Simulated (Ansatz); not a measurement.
# Hf (P6_3/mmc) in Ansatz: settings compared

One crystal, Hf, is run at these levels: BLYP+D3(BJ), LDA; tasks: single point, relaxation of cell and atoms.

All numbers are computed with Ansatz 0.2.0; they aren't measurements. Logs are shortened: lines on timing, memory, paths and dates and some standing lists are left out, and cuts for length are marked.

## Step 1: The structure

It takes space group P6_3/mmc (No. 194, hexagonal). Conventional cell: a = 3.197 Å, b = 3.197 Å, c = 5.058 Å, α = 90.00°, β = 90.00°, γ = 120.00°. Hf (site symmetry -6m2) has 12 Hf at 3.13 to 3.20 Å as nearest neighbours.

## Step 2: Single point, BLYP+D3(BJ), spin-orbit coupling, no magnetisation

input.yaml

```yaml
crystal:
  lattice:
    - [3.1967, 0.0, 0.0]
    - [-1.59835, 2.7684234083, 0.0]
    - [0.0, 0.0, 5.0578]
  atoms:
    - { symbol: Hf, position: [0.6666666667, 0.3333333333, 0.75] }
    - { symbol: Hf, position: [0.3333333333, 0.6666666667, 0.25] }
kpoints:
  mp_grid: { grid: [7, 7, 4] }
scf:
  occupations: { method: methfessel_paxton, width: 0.2 }
hamiltonian:
  xc: blyp
  dispersion: d3bj
  pseudopotentials: { kind: all_electron, lapw: { basis_error: 0.001 } }
magnetization:
  noncollinear: true
  spin_orbit: true
output:
  forces: true
  stress: true
  eigenvalues: true
```

Potentials or basis: all-electron LAPW, relativistic spinors.

Launch:

```console
$ ansatz run input.yaml --threads 1 --pin off --max-ram 3072MiB --backend cpu --events-out ev --progress --plain --runs-dir out
```

Log:

```text
Warning: RAYON_NUM_THREADS=1 ignored (pool sized by the plan → 1); use --threads N
LAPW: plane waves up to 7.487 Å⁻¹, error target 1.0e-3 eV per atom; Dirac's equation on spinors; Hf in spheres of 1.565 Å, 36 of its electrons in bands (how accurate: hamiltonian.pseudopotentials.lapw.basis_error, Limitations)
Engine: ansatz 0.2.0, x86_64-unknown-linux-gnu
Pseudopotentials: kind: all_electron
Pseudopotential: Hf, LAPW, valence charge 36, lapw/all_electron/dirac/gaussian/Hf, Dirac's equation, gaussian nucleus
Functional definition: BLYP
  parameter beta = 0.0042
  parameter a = 0.04918
  parameter b = 0.132
  parameter c = 0.2533
  parameter d = 0.349
  exchange = b88_x(beta = beta)
  correlation = lyp_c(a = a, b = b, c = c, d = d)
non-collinear run that drives no moment, with spin-orbit: no starting moment large enough to seed its density (crystal.atoms[].spin), no starting occupations that ask for one, no magnetisation constraint and no magnetic field, so the semilocal B_xc is pinned to zero
Crystal: 2 atoms, lattice volume = 44.761 Å³
Basis set: ecut = 213.59589265493418 eV, 313 PW (Γ), exchange–correlation at level 2
Bands: 88, of which v1, the nominal top of the filled ones, is band 72 counted from 1 (71 counted from 0)
Symmetry: 24 space group operations + 24 with time reversal
Magnetic group: BNS 194.264 (UNI 1494), of the structure as read, at distance tolerance 3.6e-5 Å
k-points: 24 of 196
Non-local potential: Hf, projectors of the file, none
Initial density: superposition of atomic densities (chi_scale 0.1, normalization cell)
Initial wavefunctions: plane waves of lowest kinetic energy (no species holds an atomic orbital)
Functional: x = b88, c = lyp
iter 1 solved again at ethr=2.42e-4 eV; its pass at ethr=1.00e-1 eV (dr2=1.75e-1 eV) is discarded
SCF iter   1: F=—  HF=-821612.799237 eV  |F-HF|=—  |Δ(HF+E_count)|=         —  Δρ=2.03e-2  dr2=1.75e-1  dr2_m=0.00e0 (ungated)  ethr=2.42e-4  |M|=0.00e0 ∫|m|=0.00e0 μB  β_m=0.30  ⟨swp⟩=2.5  Hψ=13108  notcnv=0
preconditioner: auto → Resta (q_TF=auto, 2.953 Å⁻¹)  ε∞=5.6  [insulator: Δε(μ)=0.159 eV  Ē_g=17.964 eV  σ=0.200 eV  W_gap=0.61  n_scr=22 (ndim 8)  ℏωp=38.5 eV  f_vac=0.000  D(μ)=1.70/eV (n_scr^D=22)  ε∞_Penn≈5.6]
spin=Noncollinear: Resta preconditioning applied to the charge; magnetization (m_x, m_y, m_z) channels mix plain (no charge-response kernel on spin).
SCF iter   2: F=—  HF=-821612.692712 eV  |F-HF|=—  |Δ(HF+E_count)|=   1.07e-1  S|Δr|=    0.00e0  Δρ=1.56e-2  dr2=1.09e-1  dr2_m=0.00e0 (ungated)  ethr=2.42e-4  |M|=0.00e0 ∫|m|=0.00e0 μB  β_m=0.41  ⟨swp⟩=2.0  Hψ=6322  notcnv=0
SCF iter   3: F=—  HF=-821612.675375 eV  |F-HF|=—  |Δ(HF+E_count)|=   1.73e-2  S|Δr|=    0.00e0  Δρ=9.70e-3  dr2=4.56e-2  dr2_m=0.00e0 (ungated)  ethr=1.52e-4  |M|=0.00e0 ∫|m|=0.00e0 μB  β_m=0.47  ⟨swp⟩=2.0  Hψ=6316  notcnv=0
SCF iter   4: F=—  HF=-821612.674508 eV  |F-HF|=—  |Δ(HF+E_count)|=   8.66e-4  S|Δr|=    0.00e0  Δρ=4.21e-3  dr2=9.53e-3  dr2_m=0.00e0 (ungated)  ethr=6.33e-5  |M|=0.00e0 ∫|m|=0.00e0 μB  β_m=0.72  ⟨swp⟩=2.0  Hψ=5995  notcnv=0
iter 5 solved again at ethr=4.05e-7 eV; its pass at ethr=1.32e-5 eV (dr2=2.92e-4 eV) is discarded
SCF iter   5: F=—  HF=-821612.677568 eV  |F-HF|=—  |Δ(HF+E_count)|=   3.06e-3  S|Δr|=    0.00e0  Δρ=7.30e-4  dr2=2.92e-4  dr2_m=0.00e0 (ungated)  ethr=4.05e-7  |M|=0.00e0 ∫|m|=0.00e0 μB  β_m=0.86  ⟨swp⟩=2.0  Hψ=10798  notcnv=0
SCF iter   6: F=—  HF=-821612.677800 eV  |F-HF|=—  |Δ(HF+E_count)|=   2.32e-4  S|Δr|=    0.00e0  Δρ=1.67e-4  dr2=1.56e-5  dr2_m=0.00e0 (ungated)  ethr=4.05e-7  |M|=0.00e0 ∫|m|=0.00e0 μB  β_m=0.93  ⟨swp⟩=3.0  Hψ=6548  notcnv=0
SCF iter   7: F=—  HF=-821612.677802 eV  |F-HF|=—  |Δ(HF+E_count)|=   1.88e-6  S|Δr|=    0.00e0  Δρ=4.29e-5  dr2=1.22e-6  dr2_m=0.00e0 (ungated)  ethr=2.17e-8  |M|=0.00e0 ∫|m|=0.00e0 μB  β_m=0.96  ⟨swp⟩=3.0  Hψ=6478  notcnv=0
SCF iter   8: F=-821612.677802 eV  HF=-821612.677802 eV  |F-HF|=4.77e-9  |Δ(HF+E_count)|=   1.55e-8  S|Δr|=    0.00e0  Δρ=6.08e-6  dr2=1.39e-8  dr2_m=0.00e0 (ungated)  ethr=1.70e-9  |M|=0.00e0 ∫|m|=0.00e0 μB  ⟨swp⟩=3.0  Hψ=6478  notcnv=0
SCF 1 converged in 8 iterations: F = -821612.677802 eV  dr2 = 1.39e-8
SCF converged after 8 iterations
Stability not checked: this state was not tested for a lower state beside it, because cold or Methfessel-Paxton smearing, or corrected tetrahedra, fill the levels in a way that the test cannot read (fill_not_monotonic; see scf.lower_state_search)
Magnetization: |M| = 0.0000 μB,  M = (+0.0000, +0.0000, +0.0000) μB
Absolute magnetization: 0.0000 μB (∫|m|)
  site 0: m = (+0.0000, +0.0000, +0.0000) μB, |m| = 0.0000 μB  (R = 1.57 Å)
  site 1: m = (+0.0000, +0.0000, +0.0000) μB, |m| = 0.0000 μB  (R = 1.57 Å)
Free energy (F): -821612.677802 eV
Harris-Foulkes:  -821612.677802 eV  (|F-HF|=4.77e-9)
Internal energy: -821612.683170 eV  (E = F + TS)
E sigma→0 (E₀):  -821612.679144 eV
Entropy (-TS):   0.005368 eV (2.684 meV/atom)
Fermi energy:    20.756177 eV
Step filling:    the computed levels leave a gap of 0.0201 eV = 0.1 smearing widths at the electron count; against every level under it full and every level over it empty, smearing changes F+E_penalty+E_count by +4.382 meV and its σ→0 estimate by +3.040 meV
--- Per-component energies (eV) ---
  E_band       = -3497.367560
  E_kinetic    = 918743.437395
  E_xc         = -16914.808394
  E_electrostatic = -1723439.062410  (all electrons and nuclei)
  E_disp       = -2.249761  (pairwise vdW)
  E_smearing   = 0.005368  (= −TS)
  E_closure    = 0.000000  (closes the sum)
  E_atoms      = -821598.254444  (free atoms, spherical and without spin; not in F)
  Σ components = -821612.677802   (vs F -821612.677802, Δ=0.00e0)
  Basis errors (estimates in eV, not in F): energy 2.4e-4 per atom: plane waves 1.9e-4 (9.9e-5 summed), levels above the bands 0.0e0, relativity 1.2e-7, radial functions 4.6e-5, core shells 2.3e-7; eigenvalues (radial functions only) 8.1e-7; not estimated: angular momenta, meshes, grids; target (lapw.basis_error) 1.0e-3; muffin-tin radii Hf 1.565 Å
--- Forces (eV/Å), atoms counted from 1 ---
  atom   1  Hf     0.00000000     0.00000000     0.00000000
  atom   2  Hf     0.00000000    -0.00000000    -0.00000000
  max |Σ_I F_I| component: 5.55e-17 eV/Å
--- Stress (GPa, compression-positive) ---
       -5.269932      -0.000000      -0.000000
        0.000000      -5.269932      -0.000000
       -0.000000      -0.000000      -4.286288
  P = ⅓ Tr σ = -4.9421 GPa (-49.421 kbar)
--- Band table (eV; the first three rows and the last of 24) ---
  k-point 0: bands = ["-186.8397", "-186.8397", "-186.8397", "-186.8397", "-186.8234", "-186.8234", "-186.8234", "-186.8234", "-176.1241", "-176.1241", "-176.1241", "-176.1241", "-176.1223", "-176.1223", "-176.1223", "-176.1223", "-176.1039", "-176.1039", "-176.1039", "-176.1039", "-41.2023", "-41.2023", "-41.1307", "-41.1307", "-15.5423", "-15.5423", "-15.3047", "-15.3047", "-8.1166", "-8.1166", "-7.5370", "-7.5370", "-7.3839", "-7.3839", "-7.3697", "-7.3697", "7.9794", "7.9794", "7.9800", "7.9800", "7.9817", "7.9817", "7.9818", "7.9818", "8.0018", "8.0018", "8.0020", "8.0020", "9.7100", "9.7100", "9.7109", "9.7109", "9.7175", "9.7175", "9.7183", "9.7183", "9.7267", "9.7267", "9.7443", "9.7443", "9.7574", "9.7574", "9.7599", "9.7599", "13.4468", "13.4468", "17.0092", "17.0092", "21.4635", "21.4635", "21.5842", "21.5842", "21.9708", "21.9708", "22.0036", "22.0036", "22.3296", "22.3296", "22.8002", "22.8002", "23.1750", "23.1750", "23.3927", "23.3927", "25.7288", "25.7288", "26.0417", "26.0417"]
  k-point 1: bands = ["-186.8397", "-186.8397", "-186.8397", "-186.8397", "-186.8234", "-186.8234", "-186.8234", "-186.8234", "-176.1241", "-176.1241", "-176.1241", "-176.1241", "-176.1223", "-176.1223", "-176.1223", "-176.1223", "-176.1039", "-176.1039", "-176.1039", "-176.1039", "-41.1919", "-41.1919", "-41.1412", "-41.1412", "-15.5071", "-15.5071", "-15.3391", "-15.3391", "-8.0157", "-8.0157", "-7.5148", "-7.5148", "-7.4884", "-7.4884", "-7.4066", "-7.4066", "7.9794", "7.9794", "7.9803", "7.9803", "7.9810", "7.9810", "7.9817", "7.9817", "8.0020", "8.0020", "8.0022", "8.0022", "9.7061", "9.7061", "9.7087", "9.7087", "9.7208", "9.7208", "9.7224", "9.7224", "9.7234", "9.7234", "9.7409", "9.7409", "9.7613", "9.7613", "9.7625", "9.7625", "14.0060", "14.0060", "16.6854", "16.6854", "20.8352", "20.8352", "21.4234", "21.4234", "21.5383", "21.5383", "21.7791", "21.7791", "21.9994", "21.9994", "22.3717", "22.3717", "23.9674", "23.9674", "24.1150", "24.1150", "25.8809", "25.8809", "26.0978", "26.0978"]
  k-point 2: bands = ["-186.8397", "-186.8397", "-186.8397", "-186.8397", "-186.8234", "-186.8234", "-186.8234", "-186.8234", "-176.1241", "-176.1241", "-176.1241", "-176.1241", "-176.1223", "-176.1223", "-176.1223", "-176.1223", "-176.1039", "-176.1039", "-176.1039", "-176.1039", "-41.1666", "-41.1666", "-41.1666", "-41.1666", "-15.4227", "-15.4227", "-15.4227", "-15.4227", "-7.7608", "-7.7608", "-7.7608", "-7.7608", "-7.4609", "-7.4609", "-7.4609", "-7.4609", "7.9798", "7.9798", "7.9798", "7.9798", "7.9812", "7.9812", "7.9812", "7.9812", "8.0022", "8.0022", "8.0022", "8.0022", "9.7047", "9.7047", "9.7047", "9.7047", "9.7223", "9.7223", "9.7223", "9.7223", "9.7320", "9.7320", "9.7320", "9.7320", "9.7647", "9.7647", "9.7647", "9.7647", "15.4088", "15.4088", "15.4088", "15.4088", "20.8010", "20.8010", "20.8010", "20.8010", "21.5141", "21.5141", "21.5141", "21.5141", "21.8187", "21.8187", "21.8187", "21.8187", "25.2831", "25.2831", "25.2831", "25.2831", "25.4262", "25.4262", "25.4262", "25.4262"]
  k-point 23: bands = ["-186.8397", "-186.8397", "-186.8397", "-186.8397", "-186.8234", "-186.8234", "-186.8234", "-186.8234", "-176.1241", "-176.1241", "-176.1241", "-176.1241", "-176.1223", "-176.1223", "-176.1223", "-176.1223", "-176.1039", "-176.1039", "-176.1039", "-176.1039", "-41.1273", "-41.1273", "-41.1273", "-41.1273", "-15.5576", "-15.5576", "-15.5543", "-15.5543", "-8.1352", "-8.1352", "-7.9559", "-7.9559", "-7.7959", "-7.7959", "-7.6170", "-7.6170", "7.9784", "7.9784", "7.9800", "7.9800", "7.9812", "7.9812", "7.9831", "7.9831", "8.0015", "8.0015", "8.0016", "8.0016", "9.7152", "9.7152", "9.7171", "9.7171", "9.7219", "9.7219", "9.7220", "9.7220", "9.7287", "9.7287", "9.7300", "9.7300", "9.7510", "9.7510", "9.7520", "9.7520", "18.3970", "18.3970", "18.5200", "18.5200", "19.6395", "19.6395", "19.7823", "19.7823", "20.3939", "20.3939", "20.5765", "20.5765", "22.8702", "22.8702", "23.1277", "23.1277", "25.9445", "25.9445", "25.9470", "25.9470", "28.3583", "28.3583", "28.4031", "28.4031"]
```

Wall time 2.4 min (1 thread of Intel Xeon at 2.50GHz (Skylake/Cascade Lake), shared host); peak memory 0.56 GiB.

What came out:

| Item | Value |
| --- | --- |
| Free energy | -821612.6778 eV |
| Pressure | -4.9 GPa |
| Band gap on the k mesh | none (metal or under the smearing width) |

Caveat: the k mesh is thin for a metal, which can move the energy by tens of meV per atom; pairwise dispersion overbinds metals, which lowers pressure and volume.

## Step 3: Relaxation of cell and atoms, LDA

input.yaml

```yaml
crystal:
  lattice:
    - [3.1967, 0.0, 0.0]
    - [-1.59835, 2.7684234083, 0.0]
    - [0.0, 0.0, 5.0578]
  atoms:
    - { symbol: Hf, position: [0.6666666667, 0.3333333333, 0.75] }
    - { symbol: Hf, position: [0.3333333333, 0.6666666667, 0.25] }
kpoints:
  mp_grid: { grid: [10, 10, 5] }
scf:
  occupations: { method: fermi_dirac, width: 0.05 }
hamiltonian:
  xc: lda
  pseudopotentials: { kind: all_electron, lapw: { basis_error: 0.001 } }
output:
  forces: true
  stress: true
relax:
  f_tol: 0.02
  max_steps: 60
  cell: {}
```

Potentials or basis: all-electron LAPW, scalar-relativistic.

Launch:

```console
$ ansatz run input.yaml --threads 1 --pin off --max-ram 3072MiB --backend cpu --events-out ev --progress --plain --runs-dir out
```

It took 1.8 min on 1 thread of Intel Xeon at 2.50GHz (Skylake/Cascade Lake), shared host; peak memory 0.38 GiB.

Results (log left out):

```
Free energy                            : -820011.8467 eV
Relaxed volume                         : 20.80 Å³/atom
Relaxed cell                           : a = 3.120 Å, b = 3.120 Å, c = 4.934 Å, α = 90.00°, β = 90.00°, γ = 120.00°
Space group after relaxing (to 0.05 Å) : P6_3/mmc (No. 194)
Energy gained by relaxing              : 40.6 meV/atom
Ionic steps                            : 6
Pressure after relaxing                : 0.0 GPa
```

Step by step:
```csv
step,energy change (eV),largest force (eV/Å),volume (Å³)
1,0.0000,0.0000,44.76
2,-0.0024,0.0000,38.82
3,-0.0804,0.0000,41.88
4,-0.0811,0.0000,41.62
5,-0.0812,0.0000,41.60
6,-0.0812,0.0000,41.60
```

Final structure:
```cif
data_structure
_symmetry_space_group_name_H-M 'P 1'
_symmetry_Int_Tables_number 1
_cell_length_a 3.1200
_cell_length_b 3.1200
_cell_length_c 4.9345
_cell_angle_alpha 90.000
_cell_angle_beta 90.000
_cell_angle_gamma 120.000
_cell_volume 41.60
loop_
_atom_site_label
_atom_site_type_symbol
_atom_site_fract_x
_atom_site_fract_y
_atom_site_fract_z
_atom_site_occupancy
Hf1 Hf 0.66667 0.33333 0.75000 1
Hf2 Hf 0.33333 0.66667 0.25000 1
```
